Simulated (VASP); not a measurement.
Input of a VASP 6.6.1 run:

Contents of INCAR:

```
SYSTEM = Al
  PREC = Accurate
  ENCUT = 520
  EDIFF = 1E-6
  ISMEAR = 1
  SIGMA = 0.1
  LREAL = .False.
  LASPH = .True.
  NELM = 100
  ALGO = Fast
  ISIF = 2
  LWAVE = .False.
  LCHARG = .True.
  LDIPOL = .True.
  IDIPOL = 3
  DIPOL = 0.5 0.5 0.665
  GGA = CA
  LELF = .True.
  LVHAR = .True.
  LVACPOTAV = .True.
  NBANDS = 14
```

Contents of KPOINTS:

```
Automatic mesh
0
Gamma
  15 15 1
  0 0 0
```

The input POSCAR:

```
Al
1.0
    2.8621935680      0.0000000000      0.0000000000
   -1.4310967840      2.4787323405      0.0000000000
    0.0000000000      0.0000000000     28.2961272063
Al
4
Direct
    0.6666666667      0.3333333333      0.5433432330
    0.3333333333      0.6666666667      0.6243667234
    0.0000000000      1.0000000000      0.7055028979
    0.6666666667      0.3333333333      0.7875249630
```

Potentials or basis: VASP PAW LDA potentials, release 64 (Al).

Launch:

```console
$ cat potpaw_LDA.64/Al/POTCAR > POTCAR
$ mpirun -np 1 vasp_std > vasp.out
```

(1) Predict the band gap on the k mesh.

(2) Predict the work function of the upper face.

Results:

(1) none (metal or under the smearing width).

(2) 4.25 eV.
